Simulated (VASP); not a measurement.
Na: single point with PBEsol

Na:

```
Na
1.0
    -2.06456    2.06456    2.11750
     2.06456   -2.06456    2.11750
     2.06456    2.06456   -2.11750
Na
1
Direct
  0.00000 0.00000 0.00000
```

The cell isn't the ideal one: strain -0.025 along x and y, +0.000 along z, atoms carried along.

- Program: VASP 6.6.1
- Task: single point
- Functional: PBEsol
- Potentials or basis: VASP PAW PBE potentials, release 64 (Na_pv)
- Cutoff: 520 eV
- k mesh: 16 × 16 × 16
- Occupations: gaussian, width 0.15 eV
- Spin: no spin polarisation

```json
{
  "Pressure": "0.1 GPa",
  "Band gap on the k mesh": "none (metal or under the smearing width)"
}
```

Levels at points of the mesh, in eV from the Fermi level:
```csv
k point,band 1,band 2,band 3,band 4,band 5,band 6,band 7
"(0.00, 0.00, 0.00)",-24.77,-24.77,-24.76,-3.33,11.78,11.78,12.17
"(0.50, 0.00, 0.00)",-24.80,-24.78,-24.76,0.72,1.22,8.42,9.45
"(0.50, 0.50, 0.00)",-24.80,-24.78,-24.77,0.82,1.33,8.10,9.12
"(0.50, 0.50, 0.50)",-24.79,-24.79,-24.79,4.44,4.67,4.69,5.13
```

Wall time 55 s on 1 thread of AMD EPYC 9R45 96-Core Processor (Zen 5), with other jobs on the host, peak memory 0.19 GiB.

Caveat: the PAW data sets were made with another functional, which shifts forces and pressure a little.
